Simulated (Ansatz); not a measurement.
**Chalcopyrite ZnGeP2, cell of 8 atoms**

Wanted: energy, pressure and frontier levels of the defect-free cell (PBEsol, HSE06 and r²SCAN).

Method: density functional theory in Ansatz 0.2.0, PAW datasets, plane waves.

**1. Starting point**

8 atoms (2 Zn, 2 Ge, 4 P); a = 6.586 Å, b = 6.586 Å, c = 6.586 Å, α = 131.37°, β = 131.37°, γ = 71.23°.

Plan of the steps: (2) PBEsol single point at a 6×6×6 mesh, on 1 × NVIDIA GB300 Max-Q with 8 threads of Arm Neoverse-V2; (3) HSE06 single point at a 6×6×6 mesh, on 1 × NVIDIA GB300 Max-Q with 8 threads of Arm Neoverse-V2; (4) r²SCAN single point at a 6×6×6 mesh, on 1 × NVIDIA GB300 Max-Q with 8 threads of Arm Neoverse-V2.

Coordinates:

```
Zn Ge P
1.0
    -2.71210    2.71207    5.35426
     2.71207   -2.71210    5.35426
     2.71206    2.71206   -5.35428
Zn Ge P
2 2 4
Direct
  0.00000 0.00000 0.00000
  0.75000 0.25000 0.50000
  0.50000 0.50000 0.00000
  0.25000 0.75000 0.50000
  0.37500 0.37665 0.50165
  0.87500 0.87335 0.49835
  0.12665 0.62500 0.00165
  0.62335 0.12500 0.99835
```

**2. Single point with PBEsol**

The input, in.yaml:

```yaml
crystal:
  lattice:
    - [-2.712104, 2.712073, 5.354264]
    - [2.712073, -2.712104, 5.354264]
    - [2.712059, 2.712059, -5.354279]
  atoms:
    - { symbol: Zn, position: [0.000000, 0.000000, 0.000000] }
    - { symbol: Zn, position: [0.749999, 0.249999, 0.500000] }
    - { symbol: Ge, position: [0.499999, 0.499999, 0.000000] }
    - { symbol: Ge, position: [0.249999, 0.749999, 0.500000] }
    - { symbol: P, position: [0.375000, 0.376652, 0.501650] }
    - { symbol: P, position: [0.875001, 0.873350, 0.498348] }
    - { symbol: P, position: [0.126652, 0.625000, 0.001650] }
    - { symbol: P, position: [0.623350, 0.125001, 0.998348] }
kpoints:
  mp_grid: { grid: [6, 6, 6] }
  band_path: { path: [VBM, CBM], npoints: 2 }
hamiltonian:
  xc: pbesol
scf:
  occupations: { method: fermi_dirac, width: 0.01 }
output:
  forces: true
  eigenvalues: true
  stress: true
  populations: true
```

On the command line:

```
$ ansatz run in.yaml --threads 8 --pin off --max-ram 118750MiB --runs-dir r --events-out ev --progress --plain --backend cuda --devices 0,
```

**3. Single point with HSE06**

in.yaml, as its differences from that of step 2:

```diff
@@ -18,3 +18,3 @@
 hamiltonian:
-  xc: pbesol
+  xc: hse06
 scf:
@@ -24,3 +24,2 @@
   eigenvalues: true
-  stress: true
   populations: true
```

**4. r²SCAN single point**

in.yaml, as its differences from that of step 3:

```diff
@@ -18,3 +18,3 @@
 hamiltonian:
-  xc: hse06
+  xc: r2scan
 scf:
```

Q: Predict the outcome of this session. Wanted: for each run, top filled to lowest empty; gap over the zone; energy; pressure.

**Answer**, as computed:

| level | time | top filled to lowest empty (eV) | gap over the zone (eV) | energy (eV/atom) | pressure (GPa) |
| --- | --- | --- | --- | --- | --- |
| PBEsol | 8.2 s (GPU) | 1.12 | 1.07 | -2253.8328 | 0.01 |
| HSE06 | 25 min (GPU) | 1.92 | 1.85 | -2282.0373 | - |
| r²SCAN | 9.2 s (GPU) | 1.44 | 1.39 | -2287.0152 | - |

**Reading.** At the same k points, PBEsol gives a spacing 0.80 eV smaller and r²SCAN gives a spacing 0.48 eV smaller than the 1.92 eV of HSE06. The price of HSE06 is about 180 times the time of PBEsol here. Spin–orbit coupling is left out, which matters for the band edges of the heavier elements here.
